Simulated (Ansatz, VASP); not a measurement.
# InAs in two plane-wave programs

Wanted: the spread between two codes on one cell, functional and k mesh. The cell is taken from a series of runs on this material, whose earlier steps may have relaxed, scaled, displaced or heated it; both programs get it as it stands.

Method: plane waves, with VASP 6.6.1 beside it; zone-centre phonons at PBEsol, in Ansatz 0.2.0.

## Step 1: The starting structure

It takes space group I-4m2 (No. 119, tetragonal). Conventional cell: a = 4.274 Å, b = 4.274 Å, c = 6.209 Å, α = 90.00°, β = 90.00°, γ = 90.00°. As has 4 In at 2.64 Å nearest. Nearest to In lie 4 As at 2.64 Å. Farther neighbours are not listed.

## Step 2: VASP: zone-centre phonons, PBEsol

Second derivatives magnify differences that forces hide, and they need a tight electronic threshold.

Lines of VASP's logs that name or quote its potential files are left out, and so is its time.

Contents of INCAR:

```
SYSTEM = InAs
PREC = Accurate
ENCUT = 500
EDIFF = 1E-08
NELM = 120
ISMEAR = 1
SIGMA = 0.2
LREAL = .FALSE.
ALGO = Normal
GGA = PS
NBANDS = 15
LORBIT = 11
LWAVE = .FALSE.
LCHARG = .FALSE.
ISIF = 2
IBRION = 8
LASPH = .TRUE.
GGA_COMPAT = .FALSE.
KPAR = 2
```

Contents of POSCAR:

```
InAs
1.0
    0.0000000000      3.0223246250      3.1044105059
    3.0223246250      0.0000000000      3.1044105059
    3.0223246250      3.0223246250      0.0000000000
As In
1 1
Direct
    0.7500000000      0.7500000000      0.7500000000
    0.0000000000      0.0000000000      0.0000000000
```

Contents of KPOINTS:

```
Automatic mesh
0
Gamma
12 12 12
0 0 0
```

PAW data sets: As and In_d (PBE family, release 64).

On the command line:

```
> mpirun -np 2 vasp_std
```

Numbers of over 12 decimals in the logs are rounded to 6 here.

The log of the run:

```text
[banner, memory and clock lines left out]
running    2 mpi-ranks, on    1 nodes
 distrk:  each k-point on    1 cores,    2 groups
 distr:  one band on    1 cores,    1 groups

 POSCAR found type information on POSCAR AsIn
 POSCAR found :  2 types and       2 ions
|                                                                             |
|               ----> ADVICE to this user running VASP <----                  |
|                                                                             |
|     You enforced a specific xc type in the INCAR file but a different       |
|     [... a line on the potential file left out ...]
|     I HOPE YOU KNOW WHAT YOU ARE DOING!                                     |
|                                                                             |

 LDA part: xc-table for (Slater+PW92), standard interpolation
 POSCAR, INCAR and KPOINTS ok, starting setup
 FFT: planning ... GRIDC
 FFT: planning ... GRID_SOFT
 FFT: planning ... GRID
 WAVECAR not read
 entering main loop
       N       E                     dE             d eps       ncg     rms          rms(c)
DAV:   1     0.110253724992E+03    0.11025E+03   -0.81291E+03  4925   0.124E+03
DAV:   2    -0.109693463714E+01   -0.11135E+03   -0.10708E+03  5303   0.298E+02
DAV:   3    -0.857553959264E+01   -0.74786E+01   -0.74392E+01  6262   0.783E+01
DAV:   4    -0.876723606855E+01   -0.19170E+00   -0.19163E+00  5949   0.141E+01
DAV:   5    -0.877609736128E+01   -0.88613E-02   -0.88611E-02  7418   0.255E+00    0.428E+00
DAV:   6    -0.851837197204E+01    0.25773E+00   -0.39924E-01  7739   0.117E+01    0.234E+00
DAV:   7    -0.848848158879E+01    0.29890E-01   -0.10662E-01  6847   0.332E+00    0.675E-01
DAV:   8    -0.848695561216E+01    0.15260E-02   -0.12237E-02  6386   0.133E+00    0.186E-01
DAV:   9    -0.848719900549E+01   -0.24339E-03   -0.86134E-04  6306   0.284E-01    0.106E-01
DAV:  10    -0.848726719867E+01   -0.68193E-04   -0.12234E-04  7535   0.158E-01    0.645E-02
DAV:  11    -0.848728630013E+01   -0.19101E-04   -0.55535E-05  5765   0.105E-01    0.489E-02
DAV:  12    -0.848728635871E+01   -0.58583E-07   -0.57127E-06  5620   0.263E-02    0.810E-03
DAV:  13    -0.848728646479E+01   -0.10608E-06   -0.11809E-06  6549   0.608E-03    0.377E-03
DAV:  14    -0.848728642427E+01    0.40521E-07   -0.62459E-08  5940   0.248E-03    0.143E-03
DAV:  15    -0.848728647221E+01   -0.47934E-07   -0.24926E-09  4650   0.713E-04    0.484E-04
DAV:  16    -0.848728648598E+01   -0.13777E-07   -0.16611E-09  3607   0.368E-04    0.947E-05
DAV:  17    -0.848728648757E+01   -0.15912E-08   -0.99396E-10  3187   0.239E-04
   1 F= -.84872865E+01 E0= -.84874441E+01  d E =0.472825E-03
 Linear response reoptimize wavefunctions to high precision
DAV:   1    -0.848728648853E+01   -0.95838E-09   -0.16685E-10  3873   0.165E-04
DAV:   2    -0.848728648853E+01    0.77307E-11   -0.54154E-11  3103   0.703E-05
 Linear response DOF=           4
 Linear response progress:
  Degree of freedom:   1/  4
       N       E                     dE             d eps       ncg     rms          rms(c)
RMM:   1    -0.466079018861E-01   -0.46608E-01    0.64764E-02 29397   0.149E+00
RMM:   2    -0.443391324787E-01    0.22688E-02    0.14021E-03 22366   0.553E-01    0.103E-01
RMM:   4    -0.451976717126E-01   -0.19760E-03   -0.13621E-04 26718   0.768E-02    0.111E-02
RMM:   5    -0.452385106460E-01   -0.40839E-04   -0.16570E-05 27457   0.308E-02    0.493E-03
RMM:   6    -0.452250904484E-01    0.13420E-04   -0.18532E-06 26666   0.830E-03    0.147E-03
RMM:   7    -0.452228069832E-01    0.22835E-05   -0.14897E-07 29165   0.246E-03    0.906E-04
RMM:   8    -0.452235607434E-01   -0.75376E-06   -0.41723E-08 26552   0.107E-03    0.415E-04
RMM:   9    -0.452241816472E-01   -0.62090E-06    0.50881E-09 27778   0.356E-04    0.912E-05
RMM:  10    -0.452242365893E-01   -0.54942E-07    0.47003E-08 30164   0.141E-04    0.561E-05
RMM:  11    -0.452242288488E-01    0.77405E-08   -0.29815E-08 28070   0.517E-05    0.106E-05
 first order change of Fermi-energy   0.10088E-03
 force on displaced ion       1 direction 1 :  -7.109  -0.000  -0.000
 Linear response progress:
  Degree of freedom:   2/  4
       N       E                     dE             d eps       ncg     rms          rms(c)
RMM:   1    -0.469552384462E-01   -0.46955E-01    0.63987E-02 17112   0.153E+00
RMM:   2    -0.443929938105E-01    0.25622E-02    0.14664E-03 13242   0.563E-01    0.106E-01
RMM:   3    -0.450964560716E-01   -0.70346E-03   -0.18218E-03 15443   0.236E-01    0.465E-02
RMM:   4    -0.453060225967E-01   -0.20957E-03   -0.14427E-04 15750   0.792E-02    0.113E-02
RMM:   5    -0.453453192009E-01   -0.39297E-04   -0.16578E-05 16146   0.310E-02    0.539E-03
RMM:   6    -0.453304846662E-01    0.14835E-04   -0.21462E-06 15671   0.868E-03    0.157E-03
RMM:   7    -0.453288806165E-01    0.16040E-05   -0.17331E-07 16930   0.252E-03    0.101E-03
RMM:   8    -0.453296846793E-01   -0.80406E-06   -0.45771E-08 15616   0.113E-03    0.490E-04
RMM:   9    -0.453303164194E-01   -0.63174E-06   -0.10643E-08 16217   0.384E-04    0.801E-05
RMM:  10    -0.453303292378E-01   -0.12818E-07   -0.15989E-08 17559   0.152E-04    0.584E-05
RMM:  11    -0.453303317925E-01   -0.25547E-08   -0.21918E-08 16575   0.556E-05    0.112E-05
 first order change of Fermi-energy   0.99135E-03
 force on displaced ion       1 direction 3 :  -0.000  -0.000  -7.183
 Linear response progress:
  Degree of freedom:   3/  4
       N       E                     dE             d eps       ncg     rms          rms(c)
RMM:   1    -0.233400693311E+00   -0.23340E+00   -0.98162E-02 19296   0.486E+00
RMM:   2    -0.235919934097E+00   -0.25192E-02   -0.12908E-02 24267   0.102E+00    0.761E-02
RMM:   3    -0.235830350267E+00    0.89584E-04   -0.15087E-03 26334   0.315E-01    0.372E-02
RMM:   4    -0.235610808670E+00    0.21954E-03   -0.14330E-04 27036   0.106E-01    0.204E-02
RMM:   5    -0.235545916656E+00    0.64892E-04   -0.22563E-05 28047   0.391E-02    0.736E-03
RMM:   6    -0.235538960011E+00    0.69566E-05   -0.32601E-06 27909   0.132E-02    0.189E-03
RMM:   7    -0.235549614317E+00   -0.10654E-04   -0.14839E-07 28815   0.383E-03    0.782E-04
RMM:   8    -0.235548902064E+00    0.71225E-06   -0.49199E-08 28238   0.163E-03    0.345E-04
RMM:   9    -0.235548806293E+00    0.95771E-07    0.32453E-07 29625   0.695E-04    0.804E-05
RMM:  10    -0.235548828784E+00   -0.22491E-07    0.19666E-07 30185   0.290E-04    0.305E-05
RMM:  11    -0.235548907097E+00   -0.78313E-07    0.99666E-08 30384   0.137E-04    0.131E-05
RMM:  12    -0.235548932870E+00   -0.25773E-07    0.25156E-07 29266   0.751E-05    0.638E-06
RMM:  13    -0.235548967208E+00   -0.34338E-07    0.65976E-08 28548   0.457E-05    0.958E-06
RMM:  14    -0.235548976062E+00   -0.88546E-08   -0.28740E-08 29805   0.278E-05    0.204E-05
 first order change of Fermi-energy  -0.31375E-04
 force on displaced ion       2 direction 1 :  -7.085   0.000  -0.000
 Linear response progress:
  Degree of freedom:   4/  4
       N       E                     dE             d eps       ncg     rms          rms(c)
RMM:   1    -0.233666540064E+00   -0.23367E+00   -0.10269E-01 11357   0.481E+00
RMM:   2    -0.236053507311E+00   -0.23870E-02   -0.12468E-02 14220   0.101E+00    0.774E-02
RMM:   3    -0.235992845201E+00    0.60662E-04   -0.14838E-03 15458   0.312E-01    0.387E-02
RMM:   4    -0.235783200447E+00    0.20964E-03   -0.14123E-04 15938   0.106E-01    0.209E-02
RMM:   5    -0.235724848607E+00    0.58352E-04   -0.24353E-05 16424   0.389E-02    0.729E-03
RMM:   6    -0.235721924587E+00    0.29240E-05   -0.32930E-06 16480   0.130E-02    0.195E-03
RMM:   7    -0.235732795370E+00   -0.10871E-04   -0.39329E-07 16769   0.384E-03    0.768E-04
RMM:   8    -0.235731823991E+00    0.97138E-06   -0.85089E-08 16630   0.163E-03    0.334E-04
RMM:   9    -0.235731588720E+00    0.23527E-06    0.18380E-07 17260   0.689E-04    0.705E-05
RMM:  10    -0.235731609269E+00   -0.20548E-07    0.48552E-07 17757   0.288E-04    0.337E-05
RMM:  11    -0.235731664526E+00   -0.55258E-07    0.28241E-07 17720   0.135E-04    0.175E-05
RMM:  12    -0.235731700261E+00   -0.35735E-07    0.16363E-07 17151   0.723E-05    0.677E-06
RMM:  13    -0.235731737397E+00   -0.37136E-07    0.75583E-08 16319   0.438E-05    0.823E-06
RMM:  14    -0.235731737024E+00    0.37312E-09    0.45774E-08 17230   0.263E-05    0.599E-06
 first order change of Fermi-energy  -0.12984E-03
 force on displaced ion       2 direction 3 :  -0.000  -0.000  -7.179
 Linear response finished
```

Parts of OUTCAR (step 2):

```text
ion  position               nearest neighbor table
   1  0.750  0.750  0.750-   2 2.64   2 2.64   2 2.64   2 2.64
   2  0.000  0.000  0.000-   1 2.64   1 2.64   1 2.64   1 2.64

  LATTYP: Found a body centered tetragonal cell.
 ALAT       =     4.2742124746
 C/A-ratio  =     1.4526233894

 Subroutine GETGRP returns: Found  8 space group operations
 (whereof  8 operations were pure point group operations)

The static configuration has the point symmetry D_2d.

 Found    163 irreducible k-points:

   k-points           NKPTS =    163   k-points in BZ     NKDIM =    163   number of bands    NBANDS=     15

   dimension x,y,z NGX =    32 NGY =   32 NGZ =   32
   dimension x,y,z NGXF=    64 NGYF=   64 NGZF=   64

   ENCUT  =  500.0 eV  36.75 Ry    6.06 a.u.   7.90  7.90  7.79*2*pi/ulx,y,z

   NELECT =      18.0000    total number of electrons

 k-points in reciprocal lattice and weights: Automatic mesh
   0.00000000  0.00000000  0.00000000       0.001
   0.08333333 -0.00000000  0.00000000       0.005
   0.16666667 -0.00000000  0.00000000       0.005
   0.25000000  0.00000000  0.00000000       0.005
   0.33333333 -0.00000000  0.00000000       0.005
   0.41666667  0.00000000  0.00000000       0.005
   0.50000000  0.00000000  0.00000000       0.002
   0.08333333  0.08333333  0.00000000       0.001
   0.16666667  0.08333333  0.00000000       0.005
[...]
-0.33333333  0.16666667  0.50000000       0.002
  -0.25000000  0.25000000  0.50000000       0.001

 average (electrostatic) potential at core
       1 -49.7371       2 -96.6528

  Total        0.0263996      0.0263996     -0.3151494      0.0000000      0.0000000      0.0000000
  in kB        0.7457904      0.7457904     -8.9029873      0.0000000      0.0000000      0.0000000
  external PRESSURE =      -2.4704689 kB  Pullay stress =       0.0000000 kB

  energy-cutoff  :      500.00
  volume of cell :       56.71
      direct lattice vectors                 reciprocal lattice vectors
     0.000000000  3.022324625  3.104410506    -0.165435571  0.165435571  0.161061174
     3.022324625  0.000000000  3.104410506     0.165435571 -0.165435571  0.161061174
     3.022324625  3.022324625  0.000000000     0.165435571  0.165435571 -0.161061174

 POSITION                                       TOTAL-FORCE (eV/Angst)
 -----------------------------------------------------------------------------------
      4.53349      4.53349      4.65662        -0.000000     -0.000000      0.000000
      0.00000      0.00000      0.00000         0.000000      0.000000     -0.000000
 -----------------------------------------------------------------------------------
    total drift:                                0.000000      0.000000     -0.000001

 Eigenvectors and eigenvalues of the dynamical matrix
 ----------------------------------------------------

   1 f  =    6.221974 THz    39.093814 2PiTHz  207.542705 cm-1    25.732004 meV
             X         Y         Z           dx          dy          dz
      4.533487  4.533487  4.656616    -0.000000   -0.000000   -0.777997
      0.000000  0.000000  0.000000    -0.000000    0.000000    0.628268

   2 f  =    6.186215 THz    38.869135 2PiTHz  206.349921 cm-1    25.584118 meV
             X         Y         Z           dx          dy          dz
      4.533487  4.533487  4.656616    -0.000000    0.778420   -0.000000
      0.000000  0.000000  0.000000     0.000000   -0.627744    0.000000

   3 f  =    6.186215 THz    38.869135 2PiTHz  206.349921 cm-1    25.584118 meV
             X         Y         Z           dx          dy          dz
      4.533487  4.533487  4.656616     0.778420    0.000000    0.000000
      0.000000  0.000000  0.000000    -0.627744   -0.000000    0.000000

   4 f/i=    0.000899 THz     0.005647 2PiTHz    0.029978 cm-1     0.003717 meV
             X         Y         Z           dx          dy          dz
      4.533487  4.533487  4.656616     0.000000   -0.000000    0.628268
      0.000000  0.000000  0.000000     0.000000   -0.000000    0.777997

   5 f/i=    0.005060 THz     0.031791 2PiTHz    0.168775 cm-1     0.020925 meV
             X         Y         Z           dx          dy          dz
      4.533487  4.533487  4.656616    -0.434196    0.453361    0.000000
      0.000000  0.000000  0.000000    -0.538415    0.562180    0.000000

   6 f/i=    0.005060 THz     0.031791 2PiTHz    0.168775 cm-1     0.020925 meV
             X         Y         Z           dx          dy          dz
      4.533487  4.533487  4.656616    -0.453361   -0.434196   -0.000000
      0.000000  0.000000  0.000000    -0.562180   -0.538415   -0.000000

 ELASTIC MODULI CONTR FROM IONIC RELAXATION (kBar)
 Direction    XX          YY          ZZ          XY          YZ          ZX
 --------------------------------------------------------------------------------
 XX           0.0000      0.0000      0.0000      0.0000      0.0000      0.0000
 YY           0.0000      0.0000      0.0000      0.0000      0.0000      0.0000
 ZZ           0.0000      0.0000      0.0000      0.0000      0.0000      0.0000
 XY           0.0000      0.0000      0.0000   -203.7682      0.0000     -0.0000
 YZ           0.0000      0.0000      0.0000      0.0000   -204.5800      0.0000
 ZX           0.0000      0.0000      0.0000     -0.0000      0.0000   -183.7567
 --------------------------------------------------------------------------------
```

(Part 1 of 2 ends here.)

[Lines on the potential files, build, host, timing and source positions are cut from VASP's logs without a mark.]

[Logs are printed without paths, hosts, clocks, repeated set-up lines and the standing remarks that a program may print on its own settings, such as how far it seeks lower states.]

[Hosts, paths, dates, database ids (printed as entryN), source tags and the programs' standing remarks are cut or masked in the printed files.]
